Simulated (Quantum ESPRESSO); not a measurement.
BAs: single point with PBE

The system is BAs.

```xyz
2
Lattice="2.9570 0.0000 0.0000 0.0000 2.9570 0.0000 0.0000 0.0000 2.9570" Properties=species:S:1:pos:R:3 pbc="T T T"
B     1.4785    1.4785    1.4785
As    0.0000    0.0000    0.0000
```

The cell was built by a generator and needn't be a form met in nature.

```yaml
Program: Quantum ESPRESSO 7.5
Task: single point
Functional: PBE
Potentials_or_basis: SSSP 1.3 efficiency PBE
Cutoff: 748 eV
Density_cutoff: 5987 eV
k_mesh: 9 × 9 × 9
Occupations: fermi-dirac, width 0.05 eV
Spin: no spin polarisation
Mixing_beta: 0.5
Most_SCF_iterations: 120
SCF_threshold: 4e-10 Ry
```

| Item | Value |
| --- | --- |
| Pressure | -1.6 GPa |
| Band gap on the k mesh | none (metal or under the smearing width) |

Levels at points of the mesh, in eV from the Fermi level:
```tsv
k point	band 2	band 3	band 4	band 5	band 6	band 7
(0.00, 0.00, 0.00)	-0.67	-0.67	-0.67	-0.32	5.81	9.19
```

Wall time 5.7 s on 1 thread of Arm Neoverse V1, with other jobs on the host, peak memory 0.06 GiB.
